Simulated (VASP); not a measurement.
Slab: SiNi20, a slab with vacuum.

```
Si Ni
1.0
     3.73777    2.15800    0.00000
    -3.73777    2.15800    0.00000
     0.00000    0.00000   25.20749
Si Ni
1 20
Direct
  0.33333 0.33333 0.57950
  0.00000 0.00000 0.25786
  0.33333 0.66667 0.25786
  0.66667 0.33333 0.25786
  0.33333 0.33333 0.33857
  0.66667 0.00000 0.33857
  0.00000 0.66667 0.33857
  0.33333 0.00054 0.41877
  0.66613 0.66613 0.41877
  0.00054 0.33333 0.41877
  0.00301 0.00301 0.49957
  0.33333 0.66366 0.49957
  0.66366 0.33333 0.49957
  0.66667 0.00000 0.57962
  0.00000 0.66667 0.57962
  0.33333 0.00328 0.65944
  0.66338 0.66338 0.65944
  0.00328 0.33333 0.65944
  0.00113 0.00113 0.73911
  0.33333 0.66554 0.73911
  0.66554 0.33333 0.73911
```

The cell was built by a generator and needn't be a form met in nature.

Base run:

* Program: VASP 6.6.1
* Functional: PBE
* Potentials or basis: VASP PAW PBE potentials, release 64 (Si, Ni)
* Cutoff: 520 eV
* k mesh: 9 × 9 × 1
* Occupations: methfessel-paxton, width 0.1 eV
* Spin: collinear spin, ferromagnetic start
* Starting moments: [0.0, 1.0, 1.0, 1.0, 1.0, 1.0, 1.0, 1.0, 1.0, 1.0, 1.0, 1.0, 1.0, 1.0, 1.0, 1.0, 1.0, 1.0, 1.0, 1.0, 1.0] μB

Its results: band gap on the k mesh none (metal or under the smearing width); net moment 11.00 μB per cell; site moments Si +0.01; Ni +0.69, +0.72, +0.68, +0.63, +0.45, +0.17, +0.52, +0.66 μB; largest force 0.229 eV/Å.

The run is repeated on the same cell with these changes: valence electrons from 205 to 204. What comes out?

Band gap on the k mesh none (metal or under the smearing width); net moment 11.32 μB per cell; site moments Si -0.01; Ni +0.71, +0.73, +0.69, +0.64, +0.46, +0.19, +0.53, +0.68 μB; largest force 0.202 eV/Å.
